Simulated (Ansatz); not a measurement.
## Thickness series of a NiSi2/AlP/CoSi2 junction

Wanted: T(E), the conductance and its decay constant for NiSi2/AlP/CoSi2. The lower electrode is NiSi2 fluorite(111) turned by 180 degrees (type B), the upper one CoSi2 fluorite(111) turned by 180 degrees (type B); the barrier is AlP zinc blende(111) (whole bilayers). In the first transport cell, after relaxation, the nearest pair of electrode and barrier is Si–P at 2.30 Å, along the normal, at the lower face and Si–Al at 2.54 Å, along the normal, at the upper one. All share a net of side 3.896 Å, which strains the lower electrode by +1.5 %, the upper one by +2.8 % and the barrier by +0.0 %, against typed lattice constants near PBE's. The first steps treat the bulk electrodes alone.

Main program and level: Ansatz 0.2.0; PBE DFT, plane waves, PAW files, in the first sound run; inputs show where later runs differ.

**1. The structure**

Symmetry: R-3m, No. 166, trigonal system. Conventional cell: a = 3.896 Å, b = 3.896 Å, c = 9.308 Å, α = 90.00°, β = 90.00°, γ = 120.00°. Nearest to Si lie 4 Ni at 2.33 to 2.38 Å. Nearest to Ni lie 8 Si at 2.33 to 2.38 Å. Farther neighbours are not listed.

**2. Layer spacing of the electrode**

The electrode is held to the junction's net and relaxed along the normal; its spacing is used for the ideal lead layers.

input.yaml

```yaml
crystal:
  lattice:
    - [3.896, 0.0, 0.0]
    - [-1.948, 3.3740349731, 0.0]
    - [0.0, 0.0, 9.3083125782]
  atoms:
    - { symbol: Si, position: [0.0, 0.0, 0.0] }
    - { symbol: Ni, position: [0.6666666667, 0.3333333333, 0.0833333333] }
    - { symbol: Si, position: [0.3333333333, 0.6666666667, 0.1666666667] }
    - { symbol: Si, position: [0.6666666667, 0.3333333333, 0.3333333333] }
    - { symbol: Ni, position: [0.3333333333, 0.6666666667, 0.4166666667] }
    - { symbol: Si, position: [0.0, 0.0, 0.5] }
    - { symbol: Si, position: [0.3333333333, 0.6666666667, 0.6666666667] }
    - { symbol: Ni, position: [0.0, 0.0, 0.75] }
    - { symbol: Si, position: [0.6666666667, 0.3333333333, 0.8333333333] }
kpoints:
  mp_grid: { grid: [12, 12, 3] }
scf:
  occupations: { method: fermi_dirac, width: 0.1 }
  max_iter: 150
hamiltonian:
  xc: pbe
relax:
  f_tol: 0.01
  max_steps: 40
  cell: { fix: [a, b, angles] }
```

Command:

```
> ansatz run input.yaml --threads 8 --pin off --max-ram 24576MiB --backend cpu --events-out ev --progress --plain --runs-dir out
```

Numbers of over 12 decimals in the logs are rounded to 6 here.

Log:

```text
Engine: ansatz 0.2.0, aarch64-unknown-linux-gnu
Pseudopotentials: kind: paw
Pseudopotential: Si, paw, valence charge 4, recommended cutoff 420 eV (normal), Si.paw.azcp
Pseudopotential: Ni, paw, valence charge 18, recommended cutoff 420 eV (normal), Ni.paw.azcp
Functional definition: PBE
  parameter kappa = 0.804
  parameter beta = 0.066725
  exchange = pbe_x(kappa = kappa, mu = beta*pi^2/3)
  correlation = pbe_c(beta = beta)
Crystal: 9 atoms, lattice volume = 122.360 Å³
Basis set: ecut = 420 eV, 2419 PW (Γ), exchange–correlation on 54×54×128 points (8 copies of the dense FFT grid, shifted against one another)
Bands: 48, of which v1, the nominal top of the filled ones, is band 39 counted from 1 (38 counted from 0)
Symmetry: 36 space group operations
Space group: R-3m (ITA 166), of the structure as read, at distance tolerance 5.0e-5 Å
k-points: 50 of 432
Non-local potential: Si, projectors of the file, l = 0: 2, l = 1: 2, l = 2: 2
Non-local potential: Ni, projectors of the file, l = 0: 3, l = 1: 2, l = 2: 3, l = 3: 1
PAW form: soft (Blöchl's): semilocal exchange-correlation on the pseudo side does not see the compensation charge
PAW one-centre angular grid: Si, 110 points (default); XC on 64 Gauss nodes
PAW one-centre angular grid: Ni, 590 points (default); XC on 64 Gauss nodes
Initial density: superposition of atomic densities (neutral atoms: chi_scale 0, normalization atom), corrected by the library's trained network
Initial wavefunctions: pseudopotential atomic-orbital guess
Functional: x = pbe(κ = 0.804, μ = 0.219515), c = pbe(β = 0.066725)
SCF iter   1: F=—  HF=-21337.197851 eV  |F-HF|=—  |Δ(HF+E_count)|=         —  Δρ=9.64e-3  dr2=8.20e-2  ethr=1.77e-3  ⟨swp⟩=7.8  Hψ=10251  notcnv=0  defer=3
preconditioner: auto → Kerker (q_TF=auto, 2.531 Å⁻¹)  [metal: Δε(μ)=0.017 eV  Ē_g=7.211 eV  σ=0.100 eV  W_gap=0.04  n_scr=36 (ndim 8)  ℏωp=24.7 eV  f_vac=0.000  D(μ)=3.09/eV (n_scr^D=24)]
SCF iter   2: F=—  HF=-21337.190543 eV  |F-HF|=—  |Δ(HF+E_count)|=   7.31e-3  Δρ=4.04e-3  dr2=1.73e-2  ethr=1.05e-4  ⟨swp⟩=1.9  Hψ=2905  notcnv=0  defer=3
SCF iter   3: F=—  HF=-21337.188747 eV  |F-HF|=—  |Δ(HF+E_count)|=   1.80e-3  Δρ=5.40e-4  dr2=2.17e-4  ethr=2.21e-5  ⟨swp⟩=1.4  Hψ=2582  notcnv=0  defer=6
SCF iter   4: F=—  HF=-21337.188876 eV  |F-HF|=—  |Δ(HF+E_count)|=   1.29e-4  Δρ=1.79e-4  dr2=5.38e-5  ethr=2.79e-7  ⟨swp⟩=2.1  Hψ=4328  notcnv=0  defer=6
SCF iter   5: F=—  HF=-21337.188865 eV  |F-HF|=—  |Δ(HF+E_count)|=   1.08e-5  Δρ=2.19e-4  dr2=3.95e-5  ethr=6.90e-8  ⟨swp⟩=2.0  Hψ=3761  notcnv=0  defer=7
SCF iter   6: F=—  HF=-21337.188866 eV  |F-HF|=—  |Δ(HF+E_count)|=   1.06e-6  Δρ=3.94e-5  dr2=2.99e-6  ethr=5.07e-8  ⟨swp⟩=2.3  Hψ=3172  notcnv=0  defer=7
SCF iter   7: F=—  HF=-21337.188868 eV  |F-HF|=—  |Δ(HF+E_count)|=   1.85e-6  Δρ=1.25e-5  dr2=2.16e-7  ethr=3.83e-9  ⟨swp⟩=2.0  Hψ=3765  notcnv=0  defer=7
SCF iter   8: F=-21337.188868 eV  HF=-21337.188868 eV  |F-HF|=3.76e-9  |Δ(HF+E_count)|=   1.36e-7  Δρ=2.68e-6  dr2=1.21e-8  ethr=1.28e-10  ⟨swp⟩=4.0  Hψ=8426  notcnv=0
SCF 1 converged in 8 iterations: F = -21337.188868 eV  dr2 = 1.21e-8
  greatest PAW one-centre occupation: 1.000 electrons in one spin orbital (limit 2), on the Ni atom at site 7 (counted from 0), in its partial waves of l = 1
relax step   1: F+E_penalty+E_count = -21337.18886813 eV  Δ(F+E_penalty+E_count) = +0.000e0 eV  max|allowed force component| = 1.733e-1 eV/Å  Δτ_max = 0.0000 Å  P = -1.382 GPa  Ω = 122.360 Å³  fix = [a, b, alpha, beta, gamma]  reactions: a -3.589, b -3.589 GPa  (8 SCF iters, dr2 threshold 1.00e-7 eV, accepted)
Crystal: 9 atoms, lattice volume = 122.858 Å³
Basis set: ecut = 420 eV, 2455 PW (Γ), exchange–correlation on 54×54×128 points (8 copies of the dense FFT grid, shifted against one another)
Initial density: handed on by an earlier stage of this run
Initial wavefunctions: those handed on with the density
iter 1 solved again at ethr=8.90e-7 eV; its pass at ethr=3.10e-3 eV (dr2=6.94e-4 eV) is discarded
SCF iter   1: F=—  HF=-21337.198584 eV  |F-HF|=—  |Δ(HF+E_count)|=         —  Δρ=8.15e-4  dr2=6.88e-4  ethr=8.90e-7  ⟨swp⟩=2.3  Hψ=10954  notcnv=0
preconditioner: auto → Kerker (q_TF=auto, 2.529 Å⁻¹)  [metal: Δε(μ)=0.021 eV  Ē_g=7.207 eV  σ=0.100 eV  W_gap=0.05  n_scr=36 (ndim 8)  ℏωp=24.6 eV  f_vac=0.002  D(μ)=3.06/eV (n_scr^D=24)]
SCF iter   2: F=—  HF=-21337.198409 eV  |F-HF|=—  |Δ(HF+E_count)|=   1.76e-4  Δρ=3.79e-4  dr2=2.11e-4  ethr=8.82e-7  ⟨swp⟩=1.1  Hψ=2414  notcnv=0
SCF iter   3: F=—  HF=-21337.198344 eV  |F-HF|=—  |Δ(HF+E_count)|=   6.46e-5  Δρ=1.79e-4  dr2=2.94e-5  ethr=2.70e-7  ⟨swp⟩=2.2  Hψ=3669  notcnv=0
SCF iter   4: F=—  HF=-21337.198337 eV  |F-HF|=—  |Δ(HF+E_count)|=   6.59e-6  Δρ=5.35e-5  dr2=4.10e-6  ethr=3.77e-8  ⟨swp⟩=2.1  Hψ=3563  notcnv=0
iter 5 did not close the SCF: its close was put off for the readings that it lacked (scf_convergence_deferred on its scf_iter line)
SCF iter   5: F=-21337.198338 eV  HF=-21337.198338 eV  |F-HF|=8.00e-8  |Δ(HF+E_count)|=   4.11e-7  Δρ=1.35e-5  dr2=3.40e-7  ethr=5.26e-9  ⟨swp⟩=2.3  Hψ=3413  notcnv=0
SCF iter   6: F=-21337.198338 eV  HF=-21337.198338 eV  |F-HF|=1.60e-9  |Δ(HF+E_count)|=   1.69e-7  Δρ=6.72e-6  dr2=4.86e-8  ethr=4.36e-10  ⟨swp⟩=2.6  Hψ=8407  notcnv=0
SCF 2 converged in 6 iterations: F = -21337.198338 eV  dr2 = 4.86e-8
relax step   2: F+E_penalty+E_count = -21337.19833791 eV  Δ(F+E_penalty+E_count) = -9.470e-3 eV  max|allowed force component| = 1.025e-1 eV/Å  Δτ_max = 0.0029 Å  P = -1.989 GPa  Ω = 122.858 Å³  energy of the carried Pulay correction = -1.277e-4 eV  fix = [a, b, alpha, beta, gamma]  reactions: a -3.784, b -3.784 GPa  (6 SCF iters, dr2 threshold 9.00e-7 eV, accepted)
Crystal: 9 atoms, lattice volume = 123.376 Å³
iter 1 solved again at ethr=1.21e-6 eV; its pass at ethr=3.10e-3 eV (dr2=9.44e-4 eV) is discarded
SCF iter   1: F=—  HF=-21337.202943 eV  |F-HF|=—  |Δ(HF+E_count)|=         —  Δρ=9.25e-4  dr2=9.38e-4  ethr=1.21e-6  ⟨swp⟩=2.2  Hψ=11028  notcnv=0
preconditioner: auto → Kerker (q_TF=auto, 2.528 Å⁻¹)  [metal: Δε(μ)=0.007 eV  Ē_g=7.179 eV  σ=0.100 eV  W_gap=0.02  n_scr=36 (ndim 8)  ℏωp=24.6 eV  f_vac=0.002  D(μ)=3.05/eV (n_scr^D=24)]
SCF iter   2: F=—  HF=-21337.202757 eV  |F-HF|=—  |Δ(HF+E_count)|=   1.85e-4  Δρ=4.48e-4  dr2=3.03e-4  ethr=1.20e-6  ⟨swp⟩=1.1  Hψ=2414  notcnv=0
SCF iter   3: F=—  HF=-21337.202623 eV  |F-HF|=—  |Δ(HF+E_count)|=   1.34e-4  Δρ=2.14e-4  dr2=4.05e-5  ethr=3.89e-7  ⟨swp⟩=2.1  Hψ=3595  notcnv=0
SCF iter   4: F=—  HF=-21337.202614 eV  |F-HF|=—  |Δ(HF+E_count)|=   8.87e-6  Δρ=5.67e-5  dr2=4.75e-6  ethr=5.20e-8  ⟨swp⟩=2.1  Hψ=3585  notcnv=0
iter 5 did not close the SCF: its close was put off for the readings that it lacked (scf_convergence_deferred on its scf_iter line)
SCF iter   5: F=-21337.202615 eV  HF=-21337.202615 eV  |F-HF|=6.27e-8  |Δ(HF+E_count)|=   5.73e-7  Δρ=1.65e-5  dr2=4.71e-7  ethr=6.09e-9  ⟨swp⟩=2.4  Hψ=3460  notcnv=0
SCF iter   6: F=-21337.202615 eV  HF=-21337.202615 eV  |F-HF|=6.28e-9  |Δ(HF+E_count)|=   2.09e-7  Δρ=7.83e-6  dr2=7.27e-8  ethr=6.04e-10  ⟨swp⟩=2.8  Hψ=8595  notcnv=0
SCF 3 converged in 6 iterations: F = -21337.202615 eV  dr2 = 7.27e-8
relax step   3: F+E_penalty+E_count = -21337.20261503 eV  Δ(F+E_penalty+E_count) = -4.277e-3 eV  max|allowed force component| = 1.288e-2 eV/Å  Δτ_max = 0.0051 Å  P = -2.595 GPa  Ω = 123.376 Å³  energy of the carried Pulay correction = -2.603e-4 eV  fix = [a, b, alpha, beta, gamma]  reactions: a -3.915, b -3.915 GPa  (6 SCF iters, dr2 threshold 9.00e-7 eV, accepted)
[...]
relax step   4: F+E_penalty+E_count = -21337.20266917 eV  Δ(F+E_penalty+E_count) = -5.414e-5 eV  max|allowed force component| = 1.484e-3 eV/Å  Δτ_max = 0.0012 Å  P = -2.588 GPa  Ω = 123.368 Å³  energy of the carried Pulay correction = -2.582e-4 eV  fix = [a, b, alpha, beta, gamma]  reactions: a -3.873, b -3.873 GPa  (6 SCF iters, dr2 threshold 1.04e-8 eV, accepted)
Initial wavefunctions: pseudopotential atomic-orbital guess (no wavefunctions were taken with the density)
iter 1 solved again at ethr=3.83e-6 eV; its pass at ethr=3.10e-3 eV (dr2=2.98e-3 eV) is discarded
SCF iter   1: F=—  HF=-21337.202780 eV  |F-HF|=—  |Δ(HF+E_count)|=         —  Δρ=1.63e-4  dr2=6.92e-7  ethr=3.83e-6  ⟨swp⟩=2.8  Hψ=15240  notcnv=0
eigensolver tolerance schedule: the retry pair's looser diagonalisation over-reported the residual by 4312.73 of it (diagonalisation noise at an unbounded share of the residual, at the tolerance the schedule requests for it); recorded, not acted on — ethr = c·dr2/N_el stays at c = 1.0e-1
SCF iter   2: F=—  HF=-21337.202897 eV  |F-HF|=—  |Δ(HF+E_count)|=   1.17e-4  Δρ=8.29e-5  dr2=1.87e-7  ethr=8.87e-10  ⟨swp⟩=3.0  Hψ=5530  notcnv=0
SCF iter   3: F=—  HF=-21337.202953 eV  |F-HF|=—  |Δ(HF+E_count)|=   5.57e-5  Δρ=6.34e-6  dr2=1.89e-8  ethr=2.39e-10  ⟨swp⟩=1.0  Hψ=2400  notcnv=0
SCF iter   4: F=—  HF=-21337.202953 eV  |F-HF|=—  |Δ(HF+E_count)|=   1.06e-7  Δρ=8.15e-7  dr2=3.76e-10  ethr=2.42e-11  ⟨swp⟩=2.0  Hψ=2938  notcnv=0
iter 5 did not close the SCF: its close was put off for the readings that it lacked (scf_convergence_deferred on its scf_iter line)
SCF iter   5: F=-21337.202953 eV  HF=-21337.202953 eV  |F-HF|=0.00e0  |Δ(HF+E_count)|=  9.02e-10  Δρ=1.07e-7  dr2=1.65e-11  ethr=1.00e-12  ⟨swp⟩=2.4  Hψ=3853  notcnv=0
SCF iter   6: F=-21337.202953 eV  HF=-21337.202953 eV  |F-HF|=1.09e-11  |Δ(HF+E_count)|=  3.64e-12  Δρ=8.28e-8  dr2=6.20e-12  ethr=1.00e-12  ⟨swp⟩=3.0  Hψ=8262  notcnv=0
SCF 5 converged in 6 iterations: F = -21337.202953 eV  dr2 = 6.20e-12
relax step   5: F+E_penalty+E_count = -21337.20295286 eV  Δ(F+E_penalty+E_count) = -2.837e-4 eV  max|allowed force component| = 1.431e-3 eV/Å  Δτ_max = 0.0000 Å  P = -2.587 GPa  Ω = 123.368 Å³  fix = [a, b, alpha, beta, gamma]  reactions: a -3.873, b -3.873 GPa  stress off target by 1.35e-2 GPa on what of the cell is left free  SCF on the basis re-selected at this cell (its energy is not comparable with the rows above)  (6 SCF iters)
basis re-selected at this cell: Δ(F+E_penalty+E_count) = -2.837e-4 eV, ΔP = +0.001 GPa vs the last step (what re-selecting the basis moved, of the pressure what is left beyond the Pulay correction that the steps carried, after the strain that the cell walked since its last selection, with what the two solves' SCF thresholds leave and, on support functions, any second-order correction that the steps lacked; it is no m [...]
SCF converged after 6 iterations
Free energy (F): -21337.202953 eV
Harris-Foulkes:  -21337.202953 eV  (|F-HF|=1.09e-11)
Internal energy: -21337.103690 eV  (E = F + TS)
E sigma→0 (E₀):  -21337.153322 eV
Entropy (-TS):   -0.099263 eV (-11.029 meV/atom)
Fermi energy:    12.522268 eV
--- Per-component energies (eV) ---
  E_band       = -1072.065429
  E_kinetic    = 1104.023050
  E_local      = -14876.155296  (includes V_loc(G=0)·N_el)
  E_nonlocal   = 2039.485738
  E_hartree    = 6427.470688
  E_xc         = -594.796845
  E_vxc        = -621.411086  (∫ρ·V_xc dr)
  E_paw        = -7954.933683  (= ΣΔE_a)
  E_vpaw       = -1572.951220  (= ΣTr[D̂ρ^β])
  E_aug_tail   = 0.001631  (compensation charges beyond the density's cutoff)
  E_ewald      = -7482.198973
  E_smearing   = -0.099263  (= −TS)
  E_closure    = 0.000000  (closes the sum)
  Σ components = -21337.202953   (vs F -21337.202953, Δ=0.00e0)
--- Forces (eV/Å), atoms counted from 1 ---
  atom   1  Si    -0.00000000    -0.00000000     0.00143134
  atom   2  Ni     0.00000000    -0.00000000    -0.00000000
  atom   3  Si     0.00000000     0.00000000    -0.00143134
  atom   4  Si    -0.00000000    -0.00000000     0.00143134
  atom   5  Ni    -0.00000000     0.00000000     0.00000000
  atom   6  Si     0.00000000     0.00000000    -0.00143134
  atom   7  Si    -0.00000000    -0.00000000     0.00143134
  atom   8  Ni     0.00000000     0.00000000    -0.00000000
  atom   9  Si    -0.00000000     0.00000000    -0.00143134
  max |Σ_I F_I| component: 2.47e-17 eV/Å
--- Stress (GPa, compression-positive) ---
       -3.873285      -0.000000       0.000000
       -0.000000      -3.873285      -0.000000
        0.000000      -0.000000      -0.013492
  P = ⅓ Tr σ = -2.5867 GPa (-25.867 kbar)
--- Relaxed structure (4 steps of the walk, 4 accepted, 1 SCFs on fresh bases) ---
  F+E_penalty+E_count = -21337.20295286 eV   max|allowed force component| = 1.431e-3 eV/Å   (the final SCF, on the basis selected at the relaxed cell)
  cell:  # Å, volume = 123.3677 Å³
    - [3.896000, 0, 0]
    - [-1.948000, 3.374035, 0]
    - [0, 0, 9.384969]
  atoms:
    - { symbol: Si, position: [-1.7605928846700246e-19, 0, 0.000995607] }
    - { symbol: Ni, position: [0.666667, 0.333333, 0.083333] }
    - { symbol: Si, position: [0.333333, 0.666667, 0.165671] }
    - { symbol: Si, position: [0.666667, 0.333333, 0.334329] }
    - { symbol: Ni, position: [0.333333, 0.666667, 0.416667] }
    - { symbol: Si, position: [1.7605928846700243e-19, 0, 0.499004] }
    - { symbol: Si, position: [0.333333, 0.666667, 0.667662] }
    - { symbol: Ni, position: [0, 0, 0.75] }
    - { symbol: Si, position: [0.666667, 0.333333, 0.832338] }
```

Elapsed: 12 s, on 8 threads of Arm Neoverse V1, shared host; peak memory 0.76 GiB; 89 s of CPU time.

This run has no spin polarisation, although Ni can carry a moment.

The steps of the relaxation:

```csv
step,energy less that of the first step (eV),largest force component (eV/Å),pressure (GPa),volume (Å³)
1,0.0000,0.1733,-1.38,122.36
2,-0.0095,0.1025,-1.99,122.86
3,-0.0137,0.0129,-2.59,123.38
4,-0.0138,0.0015,-2.59,123.37
5*,-0.0141,0.0014,-2.59,123.37
```

Relaxation steps marked * repeat the geometry before them on a plane-wave basis chosen anew for their cell, so energy and pressure can jump there.

Forces are held to the 36 operations that the run works with; a distortion that breaks them can't arise in this run.

```csv
"conventional cell, symmetrised",before,after,change
a (Å),3.896,3.896,-0.0 %
b (Å),3.896,3.896,-0.0 %
c (Å),9.308,9.385,+0.8 %
volume (Å³/atom),13.60,13.71,+0.8 %
```

This step gave:

* free energy: -21337.2030 eV
* Fermi energy: 12.52 eV
* pressure: -2.587 GPa

The relaxation ends with a largest force component of 0.0014 eV/Å.

(Continued in part 2 of 6.)

[Logs are printed without paths, hosts, clocks, repeated set-up lines and the standing remarks that a program may print on its own settings, such as how far it seeks lower states.]

[Hosts, paths, dates, database ids (printed as entryN), source tags and the programs' standing remarks are cut or masked in the printed files.]
